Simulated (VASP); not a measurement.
Na2S, 3 atoms in the cell. It takes space group Fm-3m (No. 225, cubic). The conventional cell has a = 6.498 Å, b = 6.498 Å, c = 6.498 Å, α = 90.00°, β = 90.00°, γ = 90.00°. Na (site symmetry -43m) has 4 S at 2.81 Å as nearest neighbours. Around S (site symmetry m-3m) lie 8 Na at 2.81 Å. The cell comes from a database or a generator and needn't be the stable form of this composition.

| Quantity | Value |
| --- | --- |
| Program | VASP 6.6.1 |
| Task | relaxation of cell and atoms |
| Functional | LDA |
| Potentials or basis | VASP PAW LDA potentials, release 64 (Na_pv, S) |
| Cutoff | 600 eV |
| k mesh | 8 × 8 × 8 |
| Occupations | gaussian, width 0.02 eV |
| Spin | no spin polarisation |
| Further INCAR settings | ALGO = Normal; EDIFF = 1e-07; IBRION = 2; EDIFFG = -0.005; NSW = 90; ISIF = 3 |

Potentials or basis: VASP PAW LDA potentials, release 64 (Na_pv, S).

Run with:

```sh
$ cat potpaw_LDA.64/Na_pv/POTCAR potpaw_LDA.64/S/POTCAR > POTCAR
$ mpirun -np 1 vasp_std > vasp.out
```

Hardware: 1 thread of Intel(R) Xeon(R) 6975P-C (Granite Rapids), with other jobs on the host.

Problem. How long does it take, and how much memory?

Solution. Wall time 34 s on 1 thread of Intel(R) Xeon(R) 6975P-C (Granite Rapids), on a shared host, peak memory 0.2 GiB. Counts: scf iterations 31, k points 29, ion steps 3.
